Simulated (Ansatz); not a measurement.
# ZrC: LAPW beside PAW, part 2 of 2

Aim: solve ZrC at one geometry with full-potential LAPW, PAW on the default files and all-electron PAW on datasets made for the crystal, and see where they agree.

Ansatz 0.2.0; DFT PBEsol; a database cell (COD). «Crystal datasets» are all-electron PAW datasets made for this crystal. The steps go on from the part before.

## (4) All-electron PAW on datasets made for the crystal

Input file input.yaml:

```yaml
crystal:
  lattice:
    - [0.0, 2.35021, 2.35021]
    - [2.35021, 0.0, 2.35021]
    - [2.35021, 2.35021, 0.0]
  atoms:
    - { symbol: Zr, position: [0.5, 0.5, 0.5] }
    - { symbol: C, position: [0.0, 0.0, 0.0] }
kpoints:
  mp_grid: { grid: [15, 15, 15] }
  band_path:
    path:
      - [0.0, 0.0, 0.0]
      - [0.5, 0.0, 0.5]
      - [0.625, 0.25, 0.625]
      - [0.375, 0.375, 0.75]
      - [0.0, 0.0, 0.0]
      - [0.5, 0.5, 0.5]
      - [0.5, 0.25, 0.75]
      - [0.5, 0.0, 0.5]
    npoints: 8
scf:
  occupations: { method: fermi_dirac, width: 0.05 }
hamiltonian:
  xc: pbesol
  pseudopotentials: { kind: all_electron, datasets: crystal }
output:
  forces: true
  stress: true
  eigenvalues: true
  efg: { contact_densities: true }
```

Started as:

```bash
$ ansatz run input.yaml --threads 1 --pin off --max-ram 3072MiB --backend cpu --events-out ev --progress --plain --runs-dir out
```

Standard output:

```text
hamiltonian.pseudopotentials.datasets: crystal makes datasets for this crystal and solves the spheres of its atoms anew in each pass: cutoff 280.0 eV, the density's 1120.0 eV; for an error of 0.50 meV an atom under PBE, 1.0 meV for the cell; an energy difference from a run of another recipe may be off by several times the error for the cell, under r2SCAN by more, where some 0.1 meV an atom stays at smaller errors; C in spheres of 1.048 Å, 4 of its electrons in bands; Zr in spheres of 1.302 Å, 12 of its electrons in bands
Zr: output.efg is read without spin–orbit coupling, which moves field gradients at and beside such atoms by some per cent and up to a factor of two; PAW files take it under magnetization.noncollinear and magnetization.spin_orbit
Engine: ansatz 0.2.0
Pseudopotentials: kind: all_electron
Pseudopotential: Zr, paw, valence charge 12, recommended cutoff 280 eV (normal), Koelling and Harmon's equation, gaussian nucleus
Pseudopotential: C, paw, valence charge 4, recommended cutoff 280 eV (normal), Koelling and Harmon's equation, gaussian nucleus
Functional definition: PBEsol
  exchange = pbesol_x
  correlation = pbesol_c
Crystal: 2 atoms, lattice volume = 25.963 Å³
Basis set: ecut = 280 eV, 283 PW (Γ), exchange–correlation on 40×40×40 points (8 copies of the dense FFT grid, shifted against one another)
Bands: 12, of which v1, the nominal top of the filled ones, is band 8 counted from 1 (7 counted from 0)
Symmetry: 48 space group operations
Space group: Fm-3m (ITA 225), of the structure as read, at distance tolerance 3.0e-5 Å
k-points: 120 of 3375
Non-local potential: Zr, projectors of the file, l = 0: 2, l = 1: 2, l = 2: 2
Non-local potential: C, projectors of the file, l = 0: 1, l = 1: 2
PAW form: soft (Blöchl's): semilocal exchange-correlation on the pseudo side does not see the compensation charge
PAW one-centre angular grid: Zr, 590 points (default); XC on its mesh's 1873 points in the sphere
PAW one-centre angular grid: C, 110 points (default); XC on its mesh's 1985 points in the sphere
Initial density: superposition of atomic densities (neutral atoms: chi_scale 0, normalization atom)
Initial wavefunctions: pseudopotential atomic-orbital guess
Functional: x = pbesol(κ = 0.804, μ = 0.12345679012345678), c = pbesol(β = 0.046)
iter 1 solved again at ethr=4.82e-2 eV; its pass at ethr=1.00e-1 eV (dr2=7.72e0 eV) is discarded
SCF iter   1: F=—  HF=-98907.917745 eV  |F-HF|=—  |Δ(HF+E_count)|=         —  Δρ=1.41e-1  dr2=7.66e0  ethr=4.82e-2  ⟨swp⟩=2.0  Hψ=7466  notcnv=0
preconditioner: auto → none  [metal: Δε(μ)=0.083 eV  Ē_g=18.243 eV  σ=0.050 eV  W_gap=0.39  n_scr=8 (ndim 8)  ℏωp=27.3 eV  f_vac=0.000  D(μ)=0.11/eV (n_scr^D=0)  sad-step TF]
iter 2 solved again at ethr=3.56e-3 eV; its pass at ethr=4.79e-2 eV (dr2=5.70e-1 eV) is discarded
SCF iter   2: F=—  HF=-98906.490759 eV  |F-HF|=—  |Δ(HF+E_count)|=    1.43e0  Δρ=3.77e-2  dr2=5.20e-1  ethr=3.56e-3  ⟨swp⟩=2.8  Hψ=6112  notcnv=0  defer=4
eigensolver tolerance schedule: the retry pair's looser diagonalisation over-reported the residual by 0.10 of it (diagonalisation noise at 0.11 of the residual, at the tolerance the schedule requests for it); recorded, not acted on — ethr = c·dr2/N_el stays at c = 1.0e-1
SCF iter   3: F=—  HF=-98906.389361 eV  |F-HF|=—  |Δ(HF+E_count)|=   1.01e-1  Δρ=2.19e-2  dr2=1.00e-1  ethr=3.25e-3  ⟨swp⟩=3.2  Hψ=3801  notcnv=0
SCF iter   4: F=—  HF=-98906.389646 eV  |F-HF|=—  |Δ(HF+E_count)|=   2.85e-4  Δρ=6.31e-3  dr2=8.45e-3  ethr=6.26e-4  ⟨swp⟩=3.0  Hψ=3326  notcnv=0  defer=1
SCF iter   5: F=—  HF=-98906.387511 eV  |F-HF|=—  |Δ(HF+E_count)|=   2.14e-3  Δρ=1.98e-3  dr2=1.30e-3  ethr=5.28e-5  ⟨swp⟩=3.0  Hψ=3930  notcnv=0  defer=1
SCF iter   6: F=—  HF=-98906.388106 eV  |F-HF|=—  |Δ(HF+E_count)|=   5.95e-4  Δρ=3.82e-4  dr2=1.37e-5  ethr=8.14e-6  ⟨swp⟩=3.0  Hψ=3519  notcnv=0  defer=1
SCF iter   7: F=—  HF=-98906.388108 eV  |F-HF|=—  |Δ(HF+E_count)|=   2.49e-6  Δρ=6.48e-5  dr2=3.19e-7  ethr=8.57e-8  ⟨swp⟩=3.0  Hψ=2898  notcnv=0  defer=1
SCF iter   8: F=-98906.388108 eV  HF=-98906.388108 eV  |F-HF|=3.06e-10  |Δ(HF+E_count)|=   1.60e-7  Δρ=6.90e-6  dr2=4.75e-9  ethr=2.00e-9  ⟨swp⟩=3.0  Hψ=2881  notcnv=0  defer=1
SCF 1 converged in 8 iterations: F = -98906.388102 eV  dr2 = 4.75e-9
  Residual-converged pass: ⟨swp⟩=4.0  Hψ=3624  notcnv=0  max |occ|·‖R‖ = 5.2e-6 eV (tolerance 5.3e-6 eV)  dr2=4.58e-9  dr2_onsite=1.99e-9  max |Δocc| = 2.2e-9
NSCF: frozen V_eff on 57 k-points
SCF converged after 8 iterations
Free energy (F): -98906.388102 eV
Harris-Foulkes:  -98906.388102 eV  (|F-HF|=3.06e-10)
Internal energy: -98906.385553 eV  (E = F + TS)
E sigma→0 (E₀):  -98906.386828 eV
Entropy (-TS):   -0.002549 eV (-1.274 meV/atom)
Past the cutoff: the bands carry plane waves up to 1.75 times it, of which those up to 1.5 times it add -0.000263 eV an atom, each by itself; the spheres take 0.000161 eV an atom off the energy for waves past 1.75 times it
By the cutoff:   a pressure is off by up to 0.006 GPa (1.2 times the spheres' own share and the shells' term, over an atom's volume, and 0.004 GPa: a bound that held against runs at twice the plane waves)
Past the cutoffs: a stress includes 0.0013 GPa for waves and charges beyond them, in addition to the slope of what the spheres take
In the spheres:  the bands' charges fall short by 8.2e-7 e at most (sound up to 1e-3)
Fermi energy:    16.381687 eV
--- Per-component energies (eV) ---
  The terms above E_closure are by the made datasets' own strengths, without shells solved beside the bands.
--- Forces (eV/Å), atoms counted from 1 ---
  atom   1  Zr     0.00000000    -0.00000000    -0.00000000
  atom   2  C     -0.00000000     0.00000000    -0.00000000
  max |Σ_I F_I| component: 2.31e-29 eV/Å
--- Stress (GPa, compression-positive) ---
       -4.527462       0.000000       0.000000
       -0.000000      -4.527462       0.000000
       -0.000000       0.000000      -4.527462
  P = ⅓ Tr σ = -4.5275 GPa (-45.275 kbar)
--- PAW observables at the nuclei: V_zz in 10²¹ V/m², potentials from the cell's mean, atoms counted from 1 ---
  atom   1  Zr V_zz =    +0.000000   η = 0.0000   by run symmetry: forbidden
            electrostatic potential = -5927.993889 V   contact ρ = 489774.400853 e/Å³
  atom   2  C  V_zz =    +0.000000   η = 0.0000   by run symmetry: forbidden
            electrostatic potential = -422.468005 V   contact ρ = 862.826363 e/Å³
--- Band table (eV; the first three rows and the last of 120) ---
  k-point 0: bands = ["-31.5761", "-9.3173", "-9.3173", "-9.3173", "5.1091", "17.3456", "17.3456", "17.3456", "17.4528", "17.4528"]
  k-point 1: bands = ["-31.5717", "-9.3580", "-9.3209", "-9.3209", "5.2117", "16.5191", "16.7386", "16.7386", "17.6907", "17.6907"]
  k-point 2: bands = ["-31.5592", "-9.4711", "-9.3308", "-9.3308", "5.5079", "15.4934", "15.9034", "15.9034", "18.0105", "18.0105"]
  k-point 119: bands = ["-31.4392", "-9.8582", "-9.8271", "-9.6148", "7.0124", "13.5891", "14.0424", "14.1483", "19.3658", "19.9553"]
```

It took 7.2 s on 1 thread of Intel Xeon 6975P-C (Granite Rapids), shared host; peak memory 0.48 GiB.

Read from it: pressure -4.53 GPa; no gap.

| atom | contact density (e/Å³) |
| --- | --- |
| Zr1 | 489774.4 |
| C2 | 862.8264 |

## (5) Side by side

```
          method  pressure (GPa)  SCF cycles, all passes
            LAPW           -4.53                      10
             PAW           -4.58                       6
crystal datasets           -4.53                       8
```

## (6) Outcome

What follows sums up all 2 parts.

```
           quantity                                              value
           pressure  LAPW -4.53, PAW -4.58, crystal datasets -4.53 GPa
         gap (LAPW)                                               none
Bader charges (PAW)                              Zr1 +1.86, C2 -1.86 e
  highest ELF (PAW)                                0.80, 0.81 Å from C
```

The pressure of -4.5 GPa pushes the cell to shrink, with the atoms held in place. Bands cross the Fermi level: the crystal is a metal at this level. C 2p carries the largest share, 65 %, of the projected states within 0.3 eV of the Fermi level. The projection holds only the free atom's occupied shells (Zr 5s, Zr 4p, Zr 4d, C 2s, C 2p in this range). PAW lies -0.06 GPa from LAPW in pressure. LAPW took about 1.7 times as long as PAW (15 s against 9.1 s, on a shared host and with the outputs that each input asks for).
